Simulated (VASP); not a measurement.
Write the native input for VASP 6.6.1 that does the following.

| Quantity | Value |
| --- | --- |
| Task | band structure |
| Functional | HSE03 |
| Potentials or basis | VASP PAW PBE potentials, release 64 (Cs_sv, H) |
| Cutoff | 520 eV |
| k mesh | 6 × 6 × 6 |
| Occupations | gaussian, width 0.02 eV |
| Spin | no spin polarisation |
| Ladder | gaps |
| Grid for exact exchange (PRECFOCK) | Fast |
| Further INCAR settings | ALGO = Normal; EDIFF = 1e-06; NBANDS = 12 |

CsH:

```
CELL_PARAMETERS angstrom
0.00000 3.18800 3.18800
3.18800 0.00000 3.18800
3.18800 3.18800 0.00000
ATOMIC_POSITIONS crystal
Cs 0.00000 0.00000 0.00000
H 0.50000 0.50000 0.50000
```

One way to write it, as run:

POSCAR

```
CsH
1.0
    0.0000000000      3.1880000000      3.1880000000
    3.1880000000      0.0000000000      3.1880000000
    3.1880000000      3.1880000000      0.0000000000
Cs H
1 1
Direct
    0.0000000000      0.0000000000      0.0000000000
    0.5000000000      0.5000000000      0.5000000000
```

INCAR.step1

```
PREC = Accurate ; ENCUT = 520
EDIFF = 1E-5 ; ISMEAR = 0
SIGMA = 0.02 ; LREAL = F
LASPH = T ; NELM = 100
ALGO = Normal ; ISIF = 2
LWAVE = T ; LCHARG = F
NBANDS = 12 ; GGA = PE
KPAR = 4
```

INCAR.step2

```
PREC = Accurate ; ENCUT = 520
EDIFF = 1E-6 ; ISMEAR = 0
SIGMA = 0.02 ; LREAL = F
LASPH = T ; NELM = 100
ALGO = Normal ; ISIF = 2
LWAVE = F ; LCHARG = F
GGA = PE ; LHFCALC = T
HFSCREEN = 0.3 ; PRECFOCK = Fast
NBANDS = 12 ; ISTART = 1
KPAR = 4
```

KPOINTS

```
Automatic mesh
0
Gamma
  6 6 6
```

KPOINTS_OPT

```
path GXWKGLUWLK,UX
8
line-mode
reciprocal
 0.0000000000  0.0000000000  0.0000000000  G
 0.5000000000  0.0000000000  0.5000000000  X

 0.5000000000  0.0000000000  0.5000000000  X
 0.5000000000  0.2500000000  0.7500000000  W

 0.5000000000  0.2500000000  0.7500000000  W
 0.3750000000  0.3750000000  0.7500000000  K

 0.3750000000  0.3750000000  0.7500000000  K
 0.0000000000  0.0000000000  0.0000000000  G

 0.0000000000  0.0000000000  0.0000000000  G
 0.5000000000  0.5000000000  0.5000000000  L

 0.5000000000  0.5000000000  0.5000000000  L
 0.6250000000  0.2500000000  0.6250000000  U

 0.6250000000  0.2500000000  0.6250000000  U
 0.5000000000  0.2500000000  0.7500000000  W

 0.5000000000  0.2500000000  0.7500000000  W
 0.5000000000  0.5000000000  0.5000000000  L

 0.5000000000  0.5000000000  0.5000000000  L
 0.3750000000  0.3750000000  0.7500000000  K

 0.6250000000  0.2500000000  0.6250000000  U
 0.5000000000  0.0000000000  0.5000000000  X
```

Potentials or basis: VASP PAW PBE potentials, release 64 (Cs_sv, H).

Run with:

```bash
$ cat potpaw_PBE.64/Cs_sv/POTCAR potpaw_PBE.64/H/POTCAR > POTCAR
$ cp INCAR.step1 INCAR
$ mpirun -np 4 vasp_std > vasp.out
$ cp INCAR.step2 INCAR
$ mpirun -np 4 vasp_std > vasp.out
```

It gave:

```json
{"Pressure": "0.1 GPa", "Band gap on the k mesh": "3.03 eV, direct", "Band gap along the path": "3.03 eV, direct"}
```

Caveat: the PAW data sets were made with another functional, which shifts forces and pressure a little; spin-orbit coupling is left out, which moves the levels of the heavy elements.

It took 6 min on 4 MPI ranks on Intel(R) Xeon(R) 6975P-C (Granite Rapids) (shared host), peak memory 0.4 GiB a rank.
